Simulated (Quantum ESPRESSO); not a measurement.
## BaTiO3: Hubbard U from linear response under several settings

```
CELL_PARAMETERS angstrom
4.00600 0.00000 0.00000
0.00000 4.00600 0.00000
0.00000 0.00000 4.00600
ATOMIC_POSITIONS crystal
Ti 0.00000 0.00000 0.00000
Ba 0.50000 0.50000 0.50000
O 0.00000 0.00000 0.50000
O 0.00000 0.50000 0.00000
O 0.50000 0.00000 0.00000
```

All runs used Quantum ESPRESSO 7.5; potentials GBRV 1.5 LDA; k mesh 4 × 4 × 4; given cell; no spin polarisation; cutoff 612 eV; occupations smeared at first, fixed for the response.

```csv
level,projectors,U typed (eV),q mesh,with V,state,U computed (eV)
LDA+U,atomic,4.0,1 × 1 × 1,no,insulator,Ti 4.0
LDA+U,atomic,0.0,2 × 2 × 2,no,insulator,?
LDA+U,atomic,4.0,3 × 3 × 3,no,insulator,Ti 4.1
```

Question: What stands in the row left open?

Answer: U computed Ti 4.3 eV.

Caveats: the computed U isn't converged in cell size (some runs).

